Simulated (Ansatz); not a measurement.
**Nickel, omega (AlB2-type) under RPBE: ground state and equation of state, part 1 of 2**

Aim: take nickel in the omega (AlB2-type) structure, relax it, solve it on a dense k-mesh, then scale the cell to 7 volumes from 88 to 112 % of the relaxed one and try a fit of the equation of state. The start is ferromagnetic. The k-meshes are 9×9×13 for the relaxation; 12×12×17 for the dense run; 10×10×14 for the volumes.

Computed with Ansatz 0.2.0 (DFT RPBE, plane waves (420 eV) with PAW, scalar-relativistic; the PAW data stem from PBE, with regenerated cores, unless a step says otherwise).

## 1. Starting point

It takes space group P6/mmm (No. 191, hexagonal). The conventional cell has a = 3.954 Å, b = 3.954 Å, c = 2.424 Å, α = 90.00°, β = 90.00°, γ = 120.00°. Ni (site symmetry 6/mmm) is surrounded by 14 Ni at 2.42 to 2.58 Å. Ni (site symmetry -6m2) has 11 Ni at 2.28 to 2.58 Å as nearest neighbours.

Coordinates:

```cif
data_structure
_symmetry_space_group_name_H-M 'P6/mmm'
_symmetry_Int_Tables_number 191
_cell_length_a 3.9541
_cell_length_b 3.9541
_cell_length_c 2.4238
_cell_angle_alpha 90.000
_cell_angle_beta 90.000
_cell_angle_gamma 120.000
_cell_volume 32.82
loop_
_atom_site_label
_atom_site_type_symbol
_atom_site_symmetry_multiplicity
_atom_site_Wyckoff_symbol
_atom_site_fract_x
_atom_site_fract_y
_atom_site_fract_z
_atom_site_occupancy
Ni1 Ni 1 a 0.00000 0.00000 0.00000 1
Ni2 Ni 2 d 0.33333 0.66667 0.50000 1
```

The atoms start with moments of +0.8 ×3 μB.

## 2. Relaxing cell and atoms

input.yaml reads:

```yaml
crystal:
  lattice:
    - [3.9540713024, 0.0, 0.0]
    - [-1.9770356512, 3.4243261962, 0.0]
    - [0.0, 0.0, 2.4238457083]
  atoms:
    - { symbol: Ni, position: [0.0, 0.0, 0.0], spin: 0.8 }
    - { symbol: Ni, position: [0.3333333333, 0.6666666667, 0.5], spin: 0.8 }
    - { symbol: Ni, position: [0.6666666667, 0.3333333333, 0.5], spin: 0.8 }
hamiltonian:
  xc: rpbe
  pseudopotentials:
    kind: paw
    azcp:
      Ni: "pseudopotentials/Ni.paw.azcp"
basis:
  ecutwfc: 420
  fft_grid_basis: typed
kpoints:
  mp_grid: { grid: [9, 9, 13], shift: [0, 0, 0] }
magnetization:
  spin_polarized: true
scf:
  occupations: { method: fermi_dirac, width: 0.05 }
relax:
  max_steps: 60
  f_tol: 0.01
  cell: {}
```

What it wrote:

```text
Warning: RAYON_NUM_THREADS=2 ignored (pool sized by the plan → 2); use --threads N
Engine: ansatz 0.2.0, x86_64-unknown-linux-gnu
Pseudopotentials: kind: paw
Pseudopotential: Ni, paw, valence charge 18, recommended cutoff 420 eV (normal), <dir>
Functional definition: RPBE
  parameter kappa = 0.804
  parameter beta = 0.06672455060314922
  exchange = rpbe_x(kappa = kappa, mu = beta*pi^2/3)
  correlation = pbe_c(beta = beta)
Crystal: 3 atoms, lattice volume = 32.819 Å³
Basis set: ecut = 420 eV, 621 PW (Γ), exchange–correlation on 54×54×36 points (8 copies of the dense FFT grid, shifted against one another)
Bands: 34, of which v1, the nominal top of the filled ones, is band 27 counted from 1 (26 counted from 0)
Symmetry: 24 space group operations
Space group: P6/mmm (ITA 191), of the structure as read, at distance tolerance 3.2e-5 Å
Magnetic group: BNS 191.233 (UNI 1463), of the structure as read, at distance tolerance 3.2e-5 Å
k-points: 84 of 1053
Non-local potential: Ni, projectors of the file, l = 0: 3, l = 1: 2, l = 2: 3, l = 3: 1
PAW form: soft (Blöchl's): semilocal exchange-correlation on the pseudo side does not see the compensation charge
PAW frozen core: Ni, regenerated for the run's functional, and the local potential with it (the file was generated under x = pbe(κ = 0.804, μ = 0.2195149727645171), c = pbe(β = 0.06672455060314922))
PAW one-centre angular grid: Ni, 590 points (default); XC on 64 Gauss nodes
Initial density: superposition of atomic densities (chi_scale 0.1, normalization cell)
Starting moments: Σ|m| = 2.4 μB on 3 of 3 sites
Initial wavefunctions: pseudopotential atomic-orbital guess
Functional: x = rpbe, c = pbe(β = 0.06672455060314922)
iter 1 solved again at ethr=1.91e-3 eV; its pass at ethr=3.10e-3 eV (dr2=1.03e0 eV) is discarded
SCF iter   1: F=—  HF=-17531.109404 eV  |F-HF|=—  |Δ(HF+E_count)|=         —  Δρ=5.75e-2 (↑1.52e-2 ↓5.75e-2)  dr2=1.03e0  dr2_m=1.54e-1  M=2.414 μB ∫|m|=2.537 μB  β_m=0.30  ethr=1.91e-3  ⟨swp⟩=1.0  Hψ=26030  notcnv=0
Mixer restart at iter 1: flushing history
preconditioner: auto → none  [metal: Δε(μ)=0.005 eV  Ē_g=8.639 eV  σ=0.050 eV  W_gap=0.02  n_scr=8 (ndim 8)  ℏωp=35.5 eV  f_vac=0.000  D(μ)=6.93/eV (n_scr^D=136)  sad-step TF]
SCF iter   2: F=—  HF=-17531.276110 eV  |F-HF|=—  |Δ(HF+E_count)|=   1.67e-1  Δρ=2.26e-2 (↑2.26e-2 ↓1.41e-2)  dr2=5.10e-2  dr2_m=5.84e-2  M=2.316 μB ∫|m|=2.486 μB  β_m=0.31  ethr=1.91e-3  ⟨swp⟩=2.2  Hψ=8789  notcnv=0
SCF iter   3: F=—  HF=-17532.203189 eV  |F-HF|=—  |Δ(HF+E_count)|=         —  Δρ=1.53e-2 (↑1.53e-2 ↓1.28e-2)  dr2=6.84e-2  dr2_m=1.38e-2  M=2.176 μB ∫|m|=2.374 μB  β_m=0.31  ethr=9.45e-5  ⟨swp⟩=2.2  Hψ=10280  notcnv=0  defer=145
Mixer restart at iter 3: flushing history
SCF iter   4: F=—  HF=-17532.857104 eV  |F-HF|=—  |Δ(HF+E_count)|=   6.54e-1  Δρ=1.03e-2 (↑8.17e-3 ↓1.03e-2)  dr2=3.45e-2  dr2_m=6.05e-3  M=2.105 μB ∫|m|=2.326 μB  β_m=0.62  ethr=9.45e-5  ⟨swp⟩=2.5  Hψ=9920  notcnv=0  defer=146
SCF iter   5: F=—  HF=-17533.705941 eV  |F-HF|=—  |Δ(HF+E_count)|=   8.49e-1  Δρ=1.93e-2 (↑7.24e-3 ↓1.93e-2)  dr2=1.59e-1  dr2_m=1.32e-2  M=1.994 μB ∫|m|=2.253 μB  β_m=0.47  ethr=6.40e-5  ⟨swp⟩=2.9  Hψ=11324  notcnv=0  defer=164  recentre
SCF iter   6: F=—  HF=-17533.604010 eV  |F-HF|=—  |Δ(HF+E_count)|=   1.02e-1  Δρ=1.02e-2 (↑5.28e-3 ↓1.02e-2)  dr2=4.97e-2  dr2_m=3.13e-3  M=2.016 μB ∫|m|=2.271 μB  β_m=0.23  ethr=6.40e-5  ⟨swp⟩=2.3  Hψ=9976  notcnv=0  defer=177
SCF iter   7: F=—  HF=-17533.807430 eV  |F-HF|=—  |Δ(HF+E_count)|=   2.03e-1  Δρ=5.34e-3 (↑4.99e-3 ↓5.34e-3)  dr2=1.79e-2  dr2_m=2.85e-4  M=1.987 μB ∫|m|=2.255 μB  β_m=0.44  ethr=6.40e-5  ⟨swp⟩=2.4  Hψ=10963  notcnv=0  defer=180
SCF iter   8: F=—  HF=-17533.830360 eV  |F-HF|=—  |Δ(HF+E_count)|=   2.29e-2  Δρ=1.19e-3 (↑5.34e-4 ↓1.19e-3)  dr2=1.49e-4  dr2_m=2.08e-4  M=1.943 μB ∫|m|=2.220 μB  β_m=0.40  ethr=3.31e-5  ⟨swp⟩=1.0  Hψ=6553  notcnv=0  defer=179
SCF iter   9: F=—  HF=-17533.830157 eV  |F-HF|=—  |Δ(HF+E_count)|=   2.03e-4  Δρ=8.04e-4 (↑2.75e-4 ↓8.04e-4)  dr2=6.14e-5  dr2_m=8.45e-5  M=1.944 μB ∫|m|=2.220 μB  β_m=0.70  ethr=2.76e-7  ⟨swp⟩=1.1  Hψ=5911  notcnv=0  defer=179
SCF iter  10: F=—  HF=-17533.830644 eV  |F-HF|=—  |Δ(HF+E_count)|=   4.88e-4  Δρ=1.64e-4 (↑1.64e-4 ↓1.46e-4)  dr2=4.57e-7  dr2_m=7.02e-6  M=1.939 μB ∫|m|=2.214 μB  β_m=0.78  ethr=1.14e-7  ⟨swp⟩=2.0  Hψ=9922  notcnv=0  defer=179
SCF iter  11: F=—  HF=-17533.830642 eV  |F-HF|=—  |Δ(HF+E_count)|=   1.84e-6  Δρ=5.65e-5 (↑3.34e-5 ↓5.65e-5)  dr2=1.61e-6  dr2_m=8.99e-8  M=1.939 μB ∫|m|=2.213 μB  β_m=0.88  ethr=8.47e-10  ⟨swp⟩=2.1  Hψ=10561  notcnv=0  defer=179
SCF iter  12: F=—  HF=-17533.830644 eV  |F-HF|=—  |Δ(HF+E_count)|=   1.67e-6  Δρ=1.55e-5 (↑5.36e-6 ↓1.55e-5)  dr2=4.47e-8  dr2_m=2.97e-8  M=1.939 μB ∫|m|=2.213 μB  β_m=0.94  ethr=8.47e-10  ⟨swp⟩=2.0  Hψ=9981  notcnv=0  defer=179
SCF iter  13: F=—  HF=-17533.830644 eV  |F-HF|=—  |Δ(HF+E_count)|=   4.45e-9  Δρ=9.96e-6 (↑6.57e-6 ↓9.96e-6)  dr2=5.18e-8  dr2_m=1.52e-9  M=1.939 μB ∫|m|=2.213 μB  β_m=0.76  ethr=8.29e-11  ⟨swp⟩=2.0  Hψ=8189  notcnv=0  defer=179
SCF iter  14: F=—  HF=-17533.830644 eV  |F-HF|=—  |Δ(HF+E_count)|=  8.55e-10  Δρ=7.07e-6 (↑1.96e-6 ↓7.07e-6)  dr2=1.83e-8  dr2_m=2.53e-9  M=1.939 μB ∫|m|=2.213 μB  β_m=0.51  ethr=8.29e-11  ⟨swp⟩=2.0  Hψ=8070  notcnv=0  defer=179
SCF iter  15: F=-17533.830644 eV  HF=-17533.830644 eV  |F-HF|=3.25e-9  |Δ(HF+E_count)|=   1.47e-9  Δρ=3.26e-6 (↑6.76e-7 ↓3.26e-6)  dr2=3.64e-9  dr2_m=6.65e-10  M=1.939 μB ∫|m|=2.213 μB  ethr=3.38e-11  ⟨swp⟩=2.1  Hψ=17285  notcnv=0
SCF 1 converged in 15 iterations: F = -17533.830644 eV  dr2 = 3.64e-9
relax step   1: F+E_penalty+E_count = -17533.83064409 eV  Δ(F+E_penalty+E_count) = +0.000e0 eV  max|allowed force component| = 1.966e-17 eV/Å  Δτ_max = 0.0000 Å  P = +8.820 GPa  Ω = 32.819 Å³  (15 SCF iters, dr2 threshold 1.00e-7 eV, accepted)
[... 21 lines left out ...]
relax step   2: F+E_penalty+E_count = -17533.86236242 eV  Δ(F+E_penalty+E_count) = -3.172e-2 eV  max|allowed force component| = 3.469e-17 eV/Å  Δτ_max = 0.0000 Å  P = +4.264 GPa  Ω = 33.566 Å³  energy of the carried Pulay correction = -4.320e-4 eV  (13 SCF iters, dr2 threshold 3.00e-7 eV, accepted)
[... 16 lines left out ...]
relax step   3: F+E_penalty+E_count = -17533.87321923 eV  Δ(F+E_penalty+E_count) = -1.086e-2 eV  max|allowed force component| = 2.814e-17 eV/Å  Δτ_max = 0.0000 Å  P = +0.338 GPa  Ω = 34.295 Å³  energy of the carried Pulay correction = -8.454e-4 eV  (12 SCF iters, dr2 threshold 3.00e-7 eV, accepted)
[... 14 lines left out ...]
relax step   4: F+E_penalty+E_count = -17533.87327976 eV  Δ(F+E_penalty+E_count) = -6.054e-5 eV  max|allowed force component| = 2.024e-17 eV/Å  Δτ_max = 0.0000 Å  P = -0.010 GPa  Ω = 34.364 Å³  energy of the carried Pulay correction = -8.842e-4 eV  (10 SCF iters, dr2 threshold 3.00e-7 eV, accepted)
[... 16 lines left out ...]
relax step   5: F+E_penalty+E_count = -17533.87395652 eV  Δ(F+E_penalty+E_count) = -6.768e-4 eV  max|allowed force component| = 2.024e-17 eV/Å  Δτ_max = 0.0000 Å  P = -0.048 GPa  Ω = 34.364 Å³  stress off target by 8.15e-2 GPa  SCF on the basis re-selected at this cell (its energy is not comparable with the rows above)  (12 SCF iters)
[... 13 lines left out ...]
relax step   6: F+E_penalty+E_count = -17533.87396311 eV  Δ(F+E_penalty+E_count) = -6.595e-6 eV  max|allowed force component| = 1.503e-17 eV/Å  Δτ_max = 0.0000 Å  P = -0.006 GPa  Ω = 34.355 Å³  energy of the carried Pulay correction = +4.564e-6 eV  (8 SCF iters, dr2 threshold 1.66e-8 eV, accepted)
[... 9 lines left out ...]
relax step   7: F+E_penalty+E_count = -17533.87396208 eV  Δ(F+E_penalty+E_count) = +1.029e-6 eV  max|allowed force component| = 1.966e-17 eV/Å  Δτ_max = 0.0000 Å  P = -0.006 GPa  Ω = 34.355 Å³  stress off target by 1.75e-2 GPa  SCF on the basis re-selected at this cell (its energy is not comparable with the rows above)  (6 SCF iters)
basis re-selected at this cell: Δ(F+E_penalty+E_count) = +1.029e-6 eV, ΔP = +0.000 GPa vs the last step (what re-selecting the basis moved, of the pressure what is left beyond the Pulay correction that the steps carried, after the strain that the cell walked since its last selection, with what the two solves' SCF thresholds leave and, on support functions, any second-order correction that the steps lacked; it is no measure of the basis error at this ecutwfc). This SCF's stress stands 1.75e-2 GPa from its target on what of the cell is left free (relax.cell.stress_tol is 5.00e-2 GPa) and its largest allowed force component is 1.97e-17 eV/Å (relax.f_tol is 1.00e-2 eV/Å): within both
SCF converged after 6 iterations
Magnetization: 1.9794 μB (27.9897 up, 26.0103 down)
Absolute magnetization: 2.2745 μB (∫|ρ↑−ρ↓|, with the PAW one-centre terms)
Spin contamination: 0.0263 ħ² per cell (⟨S²⟩ above its minimum at these occupations)
Per-site moments (μB) at R_I (Å): [(0.6732894202097051, 1.0078275870843905), (0.7218902420266534, 0.9596508104172438), (0.7218902420266532, 0.9596508104172438)]
Free energy (F): -17533.873962 eV
Harris-Foulkes:  -17533.873962 eV  (|F-HF|=1.46e-11)
Internal energy: -17533.822035 eV  (E = F + TS)
E sigma→0 (E₀):  -17533.847998 eV
Entropy (-TS):   -0.051927 eV (-17.309 meV/atom)
Fermi energy:    17.188144 eV
--- Per-component energies (eV) ---
  E_band       = -902.133803
  E_kinetic    = 843.647176
  E_local      = -10596.453210  (includes V_loc(G=0)·N_el)
  E_nonlocal   = 1909.638625
  E_hartree    = 4423.067944
  E_xc         = -252.911249
  E_vxc        = -325.620039  (∫ρ·V_xc dr)
  E_paw        = -4907.543665  (= ΣΔE_a)
  E_vpaw       = -1579.483945  (= ΣTr[D̂ρ^β])
  E_aug_tail   = 0.001654  (compensation charges beyond the density's cutoff)
  E_ewald      = -8953.136275
  E_core_change = -0.133036  (= ΣΔE_core)
  E_smearing   = -0.051927  (= −TS)
  E_closure    = 0.000000  (closes the sum)
  Σ components = -17533.873962   (vs F -17533.873962, Δ=0.00e0)
--- Forces (eV/Å), atoms counted from 1 ---
  atom   1  Ni     0.00000000     0.00000000     0.00000000
  atom   2  Ni     0.00000000    -0.00000000     0.00000000
  atom   3  Ni    -0.00000000     0.00000000    -0.00000000
  max |Σ_I F_I| component: 3.47e-18 eV/Å
--- Stress (GPa, compression-positive) ---
       -0.000580       0.000000      -0.000000
        0.000000      -0.000580      -0.000000
       -0.000000      -0.000000      -0.017470
  P = ⅓ Tr σ = -0.0062 GPa (-0.062 kbar)
--- Relaxed structure (5 steps of the walk, 5 accepted, 2 SCFs on fresh bases) ---
  F+E_penalty+E_count = -17533.87396208 eV   max|allowed force component| = 1.966e-17 eV/Å   (the final SCF, on the basis selected at the relaxed cell)
  cell:  # Å, volume = 34.3552 Å³
    - [4.029488390708642, 2.3785381243891743e-33, 1.5856920829261158e-34]
    - [-2.014744195354321, 3.4896393106081596, 8.819901343294081e-34]
    - [9.72029246812738e-35, 6.804204727689166e-34, 2.4432183929318554]
  atoms:
    - { symbol: Ni, position: [3.2650565536957094e-34, 1.9528679127337017e-37, 4.118046071574423e-84] }
    - { symbol: Ni, position: [0.3333333333333333, 0.6666666666666666, 0.5] }
    - { symbol: Ni, position: [0.6666666666666666, 0.3333333333333333, 0.5] }
```

It took 36 s on 2 threads of Intel Xeon 6975P-C (Granite Rapids), shared host; peak memory 0.49 GiB.

Relaxation path:

```
step  energy change (meV/atom)  largest force (eV/Å)  pressure (GPa)  volume (Å³/atom)
   1                      0.00                0.0000            8.82            10.940
   2                    -10.57                0.0000            4.26            11.189
   3                    -14.19                0.0000            0.34            11.432
   4                    -14.21                0.0000           -0.01            11.455
   5                    -14.44                0.0000           -0.05            11.455
   6                    -14.44                0.0000           -0.01            11.452
   7                    -14.44                0.0000           -0.01            11.452
```

Steps that repeat a cell are solved on a basis chosen anew, so their changes of energy are no gain of the relaxation.

Changes in the cell that was computed:

|  | before | after | change |
| --- | --- | --- | --- |
| a (Å) | 3.954 | 4.029 | +1.9 % |
| b (Å) | 3.954 | 4.029 | +1.9 % |
| c (Å) | 2.424 | 2.443 | +0.8 % |
| volume (Å³/atom) | 10.940 | 11.452 | +4.7 % |
| shortest distance (Å) | 2.283 | 2.326 | +1.9 % |
| space group (spins left aside) | P6/mmm | P6/mmm | same |

## 3. Single point on a dense mesh

input.yaml reads:

```yaml
crystal:
  lattice:
    - [4.0294883907, 0.0, 0.0]
    - [-2.0147441954, 3.4896393106, 0.0]
    - [0.0, 0.0, 2.4432183929]
  atoms:
    - { symbol: Ni, position: [0.0, 0.0, 0.0], spin: 0.673 }
    - { symbol: Ni, position: [0.3333333333, 0.6666666667, 0.5], spin: 0.722 }
    - { symbol: Ni, position: [0.6666666667, 0.3333333333, 0.5], spin: 0.722 }
hamiltonian:
  xc: rpbe
  pseudopotentials:
    kind: paw
    azcp:
      Ni: "pseudopotentials/Ni.paw.azcp"
basis:
  ecutwfc: 420
  fft_grid_basis: typed
kpoints:
  mp_grid: { grid: [12, 12, 17], shift: [0, 0, 0] }
magnetization:
  spin_polarized: true
scf:
  occupations: { method: fermi_dirac, width: 0.05 }
```

What it wrote (excerpt; [...] marks lines left out):

```text
Warning: RAYON_NUM_THREADS=2 ignored (pool sized by the plan → 2); use --threads N
[...]
[... 3 set-up lines as earlier in the session ...]
[...]
Crystal: 3 atoms, lattice volume = 34.355 Å³
Basis set: ecut = 420 eV, 669 PW (Γ)
Bands: 34, of which v1, the nominal top of the filled ones, is band 27 counted from 1 (26 counted from 0)
[... 1 set-up line as earlier in the session ...]
Space group: P6/mmm (ITA 191), of the structure as read, at distance tolerance 3.3e-5 Å
Magnetic group: BNS 191.233 (UNI 1463), of the structure as read, at distance tolerance 3.3e-5 Å
k-points: 171 of 2448
[...]
Starting moments: Σ|m| = 2.117 μB on 3 of 3 sites
[...]
SCF iter   1: F=—  HF=-17531.287530 eV  |F-HF|=—  |Δ(HF+E_count)|=         —  Δρ=6.95e-2 (↑1.79e-2 ↓6.95e-2)  dr2=7.47e-1  dr2_m=5.42e-1  M=2.544 μB ∫|m|=2.683 μB  β_m=0.30  ethr=1.38e-3  ⟨swp⟩=1.0  Hψ=52605  notcnv=0
[...]
SCF iter  13: F=-17533.870546 eV  HF=-17533.870546 eV  |F-HF|=1.16e-9  |Δ(HF+E_count)|=   1.70e-9  Δρ=2.02e-6 (↑7.40e-7 ↓2.02e-6)  dr2=1.53e-9  dr2_m=1.75e-10  M=1.968 μB ∫|m|=2.260 μB  ethr=3.96e-12  ⟨swp⟩=1.6  Hψ=32538  notcnv=0
[...]
SCF converged after 13 iterations
Magnetization: 1.9681 μB (27.9841 up, 26.0159 down)
Absolute magnetization: 2.2627 μB (∫|ρ↑−ρ↓|, with the PAW one-centre terms)
Spin contamination: 0.0267 ħ² per cell (⟨S²⟩ above its minimum at these occupations)
Per-site moments (μB) at R_I (Å): [(0.6747856993348066, 1.00782758707125), (0.7153800956690393, 0.9596508104150929), (0.71538009566904, 0.9596508104150929)]
Free energy (F): -17533.870546 eV
[...]
E sigma→0 (E₀):  -17533.844161 eV
Entropy (-TS):   -0.052769 eV (-17.590 meV/atom)
Fermi energy:    17.188107 eV
[...]
```

Wall time 11 s (2 threads of Intel Xeon 6975P-C (Granite Rapids), shared host); peak memory 0.64 GiB.

## 4. Volume × 0.88

input.yaml reads:

```yaml
crystal:
  lattice:
    - [3.8613941378, 0.0, 0.0]
    - [-1.9306970689, 3.3440654174, 0.0]
    - [0.0, 0.0, 2.3412970246]
  atoms:
    - { symbol: Ni, position: [0.0, 0.0, 0.0], spin: 0.675 }
    - { symbol: Ni, position: [0.3333333333, 0.6666666667, 0.5], spin: 0.715 }
    - { symbol: Ni, position: [0.6666666667, 0.3333333333, 0.5], spin: 0.715 }
hamiltonian:
  xc: rpbe
  pseudopotentials:
    kind: paw
    azcp:
      Ni: "pseudopotentials/Ni.paw.azcp"
basis:
  ecutwfc: 420
  fft_grid_basis: typed
kpoints:
  mp_grid: { grid: [10, 10, 14], shift: [0, 0, 0] }
magnetization:
  spin_polarized: true
scf:
  occupations: { method: fermi_dirac, width: 0.05 }
  lower_state_search: "off"
output:
  stress: true
```

What it wrote (excerpt; [...] marks lines left out):

```text
Warning: RAYON_NUM_THREADS=2 ignored (pool sized by the plan → 2); use --threads N
[...]
[... 3 set-up lines as earlier in the session ...]
[...]
Crystal: 3 atoms, lattice volume = 30.233 Å³
Basis set: ecut = 420 eV, 595 PW (Γ)
Bands: 34, of which v1, the nominal top of the filled ones, is band 27 counted from 1 (26 counted from 0)
[... 1 set-up line as earlier in the session ...]
Space group: P6/mmm (ITA 191), of the structure as read, at distance tolerance 3.1e-5 Å
Magnetic group: BNS 191.233 (UNI 1463), of the structure as read, at distance tolerance 3.1e-5 Å
k-points: 112 of 1400
[...]
Starting moments: Σ|m| = 2.105 μB on 3 of 3 sites
[...]
SCF iter  21: F=-17533.533911 eV  HF=-17533.533911 eV  |F-HF|=3.78e-9  |Δ(HF+E_count)|=   1.33e-7  Δρ=3.27e-6 (↑1.06e-6 ↓3.27e-6)  dr2=4.22e-9  dr2_m=4.22e-10  M=1.790 μB ∫|m|=2.025 μB  ethr=1.09e-10  ⟨swp⟩=2.9  Hψ=29238  notcnv=0
[...]
SCF converged after 21 iterations
Magnetization: 1.7902 μB (27.8951 up, 26.1049 down)
Absolute magnetization: 2.0272 μB (∫|ρ↑−ρ↓|, with the PAW one-centre terms)
Spin contamination: 0.0178 ħ² per cell (⟨S²⟩ above its minimum at these occupations)
Per-site moments (μB) at R_I (Å): [(0.586575201655461, 0.9657850226475001), (0.6570308547739253, 0.9196179897793776), (0.6570308547739254, 0.9196179897793776)]
Free energy (F): -17533.533911 eV
[...]
E sigma→0 (E₀):  -17533.511444 eV
Entropy (-TS):   -0.044935 eV (-14.978 meV/atom)
Fermi energy:    20.128415 eV
[...]
--- Stress (GPa, compression-positive) ---
       30.204942       0.000000      -0.000000
        0.000000      30.204942      -0.000000
       -0.000000      -0.000000      28.539277
  P = ⅓ Tr σ = 29.6497 GPa (296.497 kbar)
```

Run time: 7.4 s. Hardware: 2 threads of Intel Xeon 6975P-C (Granite Rapids), shared host; peak memory 0.49 GiB.

## 5. Volume × 0.92

Changes to input.yaml since step 4:

```diff
@@ -2,5 +2,5 @@
   lattice:
-    - [3.8613941378, 0.0, 0.0]
-    - [-1.9306970689, 3.3440654174, 0.0]
-    - [0.0, 0.0, 2.3412970246]
+    - [3.9190353842, 0.0, 0.0]
+    - [-1.9595176921, 3.393984201, 0.0]
+    - [0.0, 0.0, 2.376246909]
   atoms:
```

What it wrote (excerpt; [...] marks lines left out):

```text
Warning: RAYON_NUM_THREADS=2 ignored (pool sized by the plan → 2); use --threads N
[...]
[... 3 set-up lines as earlier in the session ...]
[...]
Crystal: 3 atoms, lattice volume = 31.607 Å³
Basis set: ecut = 420 eV, 619 PW (Γ)
Bands: 34, of which v1, the nominal top of the filled ones, is band 27 counted from 1 (26 counted from 0)
[... 2 set-up lines as earlier in the session ...]
Magnetic group: BNS 191.233 (UNI 1463), of the structure as read, at distance tolerance 3.2e-5 Å
k-points: 112 of 1400
[...]
Starting moments: Σ|m| = 2.105 μB on 3 of 3 sites
[...]
SCF iter  22: F=-17533.733159 eV  HF=-17533.733159 eV  |F-HF|=1.86e-8  |Δ(HF+E_count)|=   2.93e-8  Δρ=7.42e-6 (↑1.44e-6 ↓7.42e-6)  dr2=2.01e-8  dr2_m=2.98e-9  M=1.832 μB ∫|m|=2.087 μB  ethr=1.33e-10  ⟨swp⟩=2.3  Hψ=24099  notcnv=0
[...]
SCF converged after 22 iterations
Magnetization: 1.8315 μB (27.9158 up, 26.0842 down)
Absolute magnetization: 2.0888 μB (∫|ρ↑−ρ↓|, with the PAW one-centre terms)
Spin contamination: 0.0206 ħ² per cell (⟨S²⟩ above its minimum at these occupations)
Per-site moments (μB) at R_I (Å): [(0.6020129113558702, 0.9802018499624998), (0.6747736250763386, 0.9333456552815047), (0.674773625076339, 0.9333456552815047)]
Free energy (F): -17533.733159 eV
[...]
E sigma→0 (E₀):  -17533.709494 eV
Entropy (-TS):   -0.047330 eV (-15.777 meV/atom)
Fermi energy:    19.060883 eV
[...]
--- Stress (GPa, compression-positive) ---
       17.642795       0.000000       0.000000
        0.000000      17.642795       0.000000
       -0.000000       0.000000      16.612816
  P = ⅓ Tr σ = 17.2995 GPa (172.995 kbar)
```

Wall time 8 s (2 threads of Intel Xeon 6975P-C (Granite Rapids), shared host); peak memory 0.48 GiB.

(Continued in part 2 of 2.)
